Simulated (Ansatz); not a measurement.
**TaN: how the k-point mesh moves the results**

Theory: DFT PBE, scalar-relativistic, plane waves, PAW in Ansatz 0.2.0.

```cif
data_structure
_symmetry_space_group_name_H-M 'P 1'
_symmetry_Int_Tables_number 1
_cell_length_a 3.0500
_cell_length_b 3.0500
_cell_length_c 4.9400
_cell_angle_alpha 90.000
_cell_angle_beta 90.000
_cell_angle_gamma 120.000
_cell_volume 39.80
loop_
_atom_site_label
_atom_site_type_symbol
_atom_site_fract_x
_atom_site_fract_y
_atom_site_fract_z
_atom_site_occupancy
Ta1 Ta 0.33333 0.66667 0.00000 1
Ta2 Ta 0.66667 0.33333 0.50000 1
N1 N 0.33333 0.66667 0.38500 1
N2 N 0.66667 0.33333 0.88500 1
```

```
plane-wave cutoff : 420 eV
occupation rule   : Gaussian smearing, 0.1 eV
spin treatment    : unpolarised
```

The atoms stay fixed while the k-point mesh is varied. ΔE is the energy extrapolated to zero smearing, less that of the reference run (24×24×12). The cell isn't necessarily relaxed at this level. The meshes are Γ-centred. Spin–orbit coupling is left out. Pressure is positive in compression.

```
    mesh  ΔE (meV/atom) P (GPa) largest change of a force component (eV/Å) irreducible points
   3×3×1              ?        ?                                           ?                   ?
   3×3×2           -137   135.06                                       1.291                   6
   6×6×2          -3.60   138.04                                       0.023                  14
   6×6×4           12.0   137.73                                       0.108                  21
   9×9×4              ?        ?                                           ?                   ?
   9×9×6          -0.72   137.03                                       0.095                  48
 12×12×6              ?        ?                                           ?                   ?
 12×12×8           2.07   137.18                                       0.100                  95
 15×15×8          -1.21   137.13                                       0.028                 135
18×18×10              ?        ?                                           ?                   ?
21×21×12          -0.46   137.13                                       0.005                 336
24×24×12           0.00   137.14                                       0.000                 427
```

(1) Fill in the withheld rows.

## Answers

(1) The withheld rows:

| mesh | ΔE (meV/atom) | P (GPa) | largest change of a force component (eV/Å) | irreducible points |
| --- | --- | --- | --- | --- |
| 3×3×1 | -181 | 136.54 | 0.531 | 3 |
| 9×9×4 | 4.89 | 137.28 | 0.087 | 36 |
| 12×12×6 | 0.48 | 137.09 | 0.080 | 76 |
| 18×18×10 | 0.18 | 137.12 | 0.008 | 222 |

This wurtzite form isn't the usual stable structure of the compound.